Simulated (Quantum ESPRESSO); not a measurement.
The system is HfO2.

```
Hf O
1.0
     3.55802    0.00000    0.00000
     0.00000    3.55802    0.00000
     0.00000    0.00000    5.17186
Hf O
2 4
Direct
  0.00000 0.00000 0.00000
  0.50000 0.50000 0.50000
  0.00000 0.50000 0.19721
  0.50000 0.00000 0.30279
  0.50000 0.00000 0.80279
  0.00000 0.50000 0.69721
```

Measurements of this composition are mostly on another form, of space group No. 14.

```yaml
Program: Quantum ESPRESSO 7.5
Task: phonons
Functional: LDA
Potentials_or_basis: JTH 2.0 LDA
Cutoff: 707 eV
Density_cutoff: 4245 eV
k_mesh: 4 × 4 × 4, shifted
Occupations: fermi-dirac, width 0.05 eV
Spin: no spin polarisation
Form_of_the_LDA_correlation: PW92
Mixing_beta: 0.5
Most_SCF_iterations: 120
SCF_threshold: 1.2e-09 Ry
```

The cell and the atoms were relaxed first, to 10.46 Å³/atom (a = 3.522 Å, b = 3.522 Å, c = 5.059 Å, α = 90.00°, β = 90.00°, γ = 90.00°), and the response was taken there.

The first run showed a gap, so the response started from a second, tighter run with fixed occupations.

**Question.** Which optical modes does the crystal have at the zone centre, and which show in infrared and Raman spectra?

**Answer.** The optical modes are 3Eg + 2Eu + 2B1g + A1g + A2u + B2u. Infrared active: 2Eu + A2u. Raman active: 3Eg + 2B1g + A1g.

Optical modes at Γ, degenerate ones joined, polar ones without the macroscopic field:
| cm⁻¹ | components | symmetry | active in | IR intensity, summed ((D/Å)²/amu) |
| --- | --- | --- | --- | --- |
| 111 | 2 | Eg | Raman | 0.00 |
| 130 | 2 | Eu | IR | 42.21 |
| 241 | 1 | B1g | Raman | 0.00 |
| 278 | 1 | A1g | Raman | 0.00 |
| 327 | 1 | A2u | IR | 42.08 |
| 470 | 2 | Eu | IR | 64.51 |
| 482 | 2 | Eg | Raman | 0.00 |
| 618 | 1 | B1g | Raman | 0.00 |
| 687 | 2 | Eg | Raman | 0.00 |
| 687 | 1 | B2u | silent | 0.00 |

Zone-centre frequencies without and with the macroscopic field along z (cm⁻¹):
|  | optical modes in rising order |
| --- | --- |
| without | 111 111 130 130 241 278 327 470 470 482 482 618 687 687 687 |
| with the field | 111 111 130 130 241 278 470 470 482 482 618 632 687 687 687 |

Born effective charge tensors (e):
atom 1, Hf
```
5.51 0.00 0.00
0.00 5.51 0.00
0.00 0.00 4.98
```
atom 2, Hf
```
5.51 0.00 0.00
0.00 5.51 0.00
0.00 0.00 4.98
```
atom 3, O
```
-2.21  0.00  0.00
 0.00 -3.30  0.00
 0.00  0.00 -2.49
```
atom 4, O
```
-2.21  0.00  0.00
 0.00 -3.30  0.00
 0.00  0.00 -2.49
```
atom 5, O
```
-3.30  0.00  0.00
 0.00 -2.21  0.00
 0.00  0.00 -2.49
```
atom 6, O
```
-3.30  0.00  0.00
 0.00 -2.21  0.00
 0.00  0.00 -2.49
```

Electronic dielectric tensor:
```
5.31 0.00 0.00
0.00 5.31 0.00
0.00 0.00 4.88
```

Static dielectric tensor, electrons and zone-centre modes:
```
52.82  0.00  0.00
 0.00 52.82  0.00
 0.00  0.00 18.22
```
